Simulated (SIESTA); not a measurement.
Fe3Ge2:

```
Ge Fe
1.0
     4.01018    0.00000    0.00000
    -2.00509    3.47292    0.00000
     0.00000    0.00000    4.88318
Ge Fe
2 3
Direct
  0.33333 0.66667 0.16657
  0.66667 0.33333 0.83343
  0.00000 0.00000 0.50000
  0.33333 0.66667 0.66560
  0.66667 0.33333 0.33440
```

The cell comes from a database or a generator and needn't be the stable form of this composition.

* Program: SIESTA 5.4.2
* Task: single point
* Functional: PBEsol
* Potentials or basis: PseudoDojo 0.4 standard (PBEsol files)
* Basis: DZP (energy shift 0.003 Ry; two zetas on semicore shells)
* Grid cutoff: 800 Ry
* Energy shift: 0.003 Ry
* k mesh: 8 × 8 × 6
* Occupations: fermi-dirac, width 0.05 eV
* Spin: collinear spin, ferromagnetic start
* Starting moments: [0.0, 0.0, 3.0, 3.0, 3.0] μB

On this cell: pressure -4.7 GPa; largest force 0.180 eV/Å; net moment 5.34 μB per cell; site moments Ge -0.18; Fe +2.70, +1.50 μB; band gap on the k mesh none (metal or under the smearing width).

The same run follows on a disturbed copy (atoms moved at random, drawn with an rms of 0.05 Å):

```
Ge Fe
1.0
     4.01018    0.00000    0.00000
    -2.00509    3.47292    0.00000
     0.00000    0.00000    4.88318
Ge Fe
2 3
Direct
  0.35304 0.68009 0.16414
  0.67903 0.32761 0.84021
  0.00697 0.00232 0.49426
  0.32281 0.65498 0.67047
  0.66954 0.33863 0.33755
```

Question: What changes?

Answer: The energy (extrapolated to zero smearing) moves by +11.8 meV/atom; pressure -4.7 GPa; largest force 0.799 eV/Å; net moment 5.29 μB per cell; site moments Ge -0.18; Fe +2.70, +1.49, +1.46 μB; band gap on the k mesh none (metal or under the smearing width).

Forces on the atoms (eV/Å):
```
Ge  -0.188 -0.214  0.527
Ge  -0.411 -0.034 -0.437
Fe  -0.157 -0.116  0.185
Fe   0.529  0.382 -0.462
Fe   0.228 -0.019  0.186
```

Stress tensor (GPa, compression positive):
```
-5.97  0.44 -0.12
 0.44 -4.17  0.52
-0.12  0.52 -4.10
```

Caveats: short orbitals over semicore shells can move pressures by several GPa; the basis of atomic orbitals isn't converged, which shifts pressures, moduli and gaps.
